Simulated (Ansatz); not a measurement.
# Hf (P6/mmm): from the listed cell to zero pressure

Aim: the volume at which the pressure of Hf (P6/mmm) vanishes. Whether the element takes this structure at low temperature is a separate question.

Computed with Ansatz 0.2.0 (DFT r²SCAN and PBE (the runs whose input is shown use PBE), scalar-relativistic, plane waves, PAW).

## 1. The system as given

Symmetry: P6/mmm, No. 191, hexagonal system. The conventional cell has a = 4.962 Å, b = 4.962 Å, c = 3.086 Å, α = 90.00°, β = 90.00°, γ = 120.00°. Hf (site symmetry -6m2) is surrounded by 11 Hf at 2.87 to 3.25 Å. Around Hf (site symmetry 6/mmm) lie 14 Hf at 3.09 to 3.25 Å.

As a file:

```
Hf
1.0
     4.96233    0.00000    0.00000
    -2.48116    4.29750    0.00000
     0.00000    0.00000    3.08623
Hf
3
Direct
  0.66667 0.33333 0.50000
  0.33333 0.66667 0.50000
  0.00000 0.00000 0.00000
```

## 2. First run, at the start cell

File input.yaml:

```yaml
crystal:
  lattice:
    - [4.962329544, 0.0, 0.0]
    - [-2.481164772, 4.297503447, 0.0]
    - [0.0, 0.0, 3.08623225]
  atoms:
    - { symbol: Hf, position: [0.66666667, 0.33333333, 0.5] }
    - { symbol: Hf, position: [0.33333333, 0.66666667, 0.5] }
    - { symbol: Hf, position: [0.0, 0.0, 0.0] }
basis:
  ecutwfc: 420
  ecutrho_ratio: 4
kpoints:
  mp_grid: { grid: [6, 6, 6] }
hamiltonian:
  xc: pbe
scf:
  occupations: { method: gaussian, width: 0.05 }
output:
  forces: true
  stress: true
  eigenvalues: true
relax:
  f_tol: 0.03
  max_steps: 60
  cell: { stress_tol: 0.3 }
```

Started as:

```console
$ ansatz run input.yaml --threads 1 --pin off --max-ram 2560MiB --backend cpu --events-out ev --progress --plain --runs-dir out
```

The runs that follow: Another level, run 2; A new volume, run 3; Volume adjusted, run 4.

Before running it: what results should come out? Wanted: volume; pressure; conventional cell; gap on the mesh.

**Answer**, as computed:

```
         quantity                                                                       value
           volume                                                              22.048 Å³/atom
         pressure                                                                    0.00 GPa
conventional cell  a = 4.973 Å, b = 4.973 Å, c = 3.089 Å, α = 90.00°, β = 90.00°, γ = 120.00°
  gap on the mesh                                                                none (metal)
```

In words: The volume went from 21.94 to 22.05 Å³/atom (+0.5 %), where 0.00 GPa is left. Spin–orbit coupling is left out, though the cell holds Hf; in elements this heavy it can shift levels and gaps by tenths of an eV.
